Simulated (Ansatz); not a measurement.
Is this Mg₃B structure a true minimum?

Theory: DFT PBE, scalar-relativistic, plane waves, PAW in Ansatz 0.2.0. Settings: cutoff 420 eV, Γ-centred mesh 12×12×12 on the computed 4-atom cell, Gaussian smearing of 0.10 eV; no spin polarisation.

The cell below (4 atoms, Pm-3m (No. 221)) is relaxed within its symmetry. It is a trial structure, and others of Mg₃B can lie lower.

```yaml
crystal:
  lattice:
    - [4.04394, 0.00000, 0.00000]
    - [0.00000, 4.04394, 0.00000]
    - [0.00000, 0.00000, 4.04394]
  atoms:
    - { symbol: Mg, position: [0.00000, 0.50000, 0.50000] }
    - { symbol: Mg, position: [0.50000, 0.00000, 0.50000] }
    - { symbol: Mg, position: [0.50000, 0.50000, 0.00000] }
    - { symbol: B, position: [0.00000, 0.00000, 0.00000] }
```

For the test a repeat of it with 8 atoms was strained at random by about 1.5 %, the atoms were moved at random (σ = 0.05 Å), and all was relaxed without symmetry on a coarse k mesh with 0.1 eV smearing.

For metals, differences of a few meV/atom aren't resolved.

(1) Is the structure stable against such a distortion?

## Answers

(1) It returns to Pm-3m (No. 221), within 1 meV/atom of the start's energy. So it is a local minimum, stable against the distortions that fit this cell and this draw; softer or longer ones aren't excluded.

Cost: 3 runs of about 1.5 core-minutes in all, on Intel Xeon 6975P-C (Granite Rapids) (shared hosts).